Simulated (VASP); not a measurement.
Hf:

```xyz
1
Lattice="-1.8050 1.8050 1.8050 1.8050 -1.8050 1.8050 1.8050 1.8050 -1.8050" Properties=species:S:1:pos:R:3 pbc="T T T"
Hf    0.0000    0.0000    0.0000
```

This isn't the form of Hf at room conditions, which is hcp.

```yaml
Program: VASP 6.6.1
Task: single point
Functional: PBEsol
Potentials_or_basis: VASP PAW PBE potentials, release 64 (Hf_pv)
Cutoff: 520 eV
k_mesh: 10 × 10 × 10
Occupations: fermi-dirac, width 0.05 eV
Spin: no spin polarisation
```

On this cell: pressure -9.3 GPa; band gap on the k mesh none (metal or under the smearing width).

The same run follows on a disturbed copy (cell strained at random at fixed volume):

```
CELL_PARAMETERS angstrom
-1.73538 1.78809 1.84034
1.76840 -1.76106 1.84632
1.78180 1.80748 -1.81331
ATOMIC_POSITIONS crystal
Hf 0.98347 0.99320 0.98959
```

What changes?

The energy (extrapolated to zero smearing) moves by +1.7 meV/atom; pressure -9.3 GPa; band gap on the k mesh none (metal or under the smearing width).

Stress tensor (GPa, compression positive):
```
-10.05  -1.10  -0.89
 -1.10  -9.38  -0.72
 -0.89  -0.72  -8.32
```

Caveats: the PAW data sets were made with another functional, which shifts forces and pressure a little.
